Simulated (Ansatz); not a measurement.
CaO:

```xyz
2
Lattice="0.0000 2.4036 2.4036 2.4036 0.0000 2.4036 2.4036 2.4036 0.0000" Properties=species:S:1:pos:R:3 pbc="T T T"
Ca    0.0000    0.0000    0.0000
O     2.4036    2.4036    2.4036
```

The cell is a database's computed one.

```yaml
Program: Ansatz 0.2.0
Task: relaxation of cell and atoms
Functional: PBEsol
Dispersion: D3(BJ)
Potentials_or_basis: Ansatz PAW
Cutoff: "420 eV (not typed: the program's choice for these potentials)"
k_mesh: 10 × 10 × 10
Occupations: fermi-dirac, width 0.05 eV
Spin: no spin polarisation
```

At the start: volume 13.89 Å³/atom.

Problem. Where does the relaxation end?

Solution. It ends after 7 steps and the volume is 13.16 Å³/atom (-5.2 %); space group Fm-3m (No. 225, to 0.05 Å).

The path:
| step | energy change (eV) | largest force (eV/Å) | volume (Å³) |
| --- | --- | --- | --- |
| 1 | 0.0000 | 0.0000 | 27.77 |
| 2 | -0.0305 | 0.0000 | 26.07 |
| 3 | -0.0309 | 0.0000 | 26.39 |
| 4 | -0.0309 | 0.0000 | 26.37 |
| 5 | -0.0279 | 0.0000 | 26.37 |
| 6 | -0.0281 | 0.0000 | 26.32 |
| 7 | -0.0279 | 0.0000 | 26.32 |

Final structure:
```xyz
2
Lattice="0.0000 2.3611 2.3611 2.3611 0.0000 2.3611 2.3611 2.3611 0.0000" Properties=species:S:1:pos:R:3 pbc="T T T"
Ca    0.0000    0.0000    0.0000
O     2.3611    2.3611    2.3611
```

Caveat: the plane-wave basis is chosen anew once the cell has moved, so the energies of steps on either side of that aren't comparable; the pressure holds a Pulay correction of +0.5 GPa for the finite cutoff; the PAW data sets come from PBE, with cores solved anew for the run's functional, which leaves a small shift of forces and pressure.
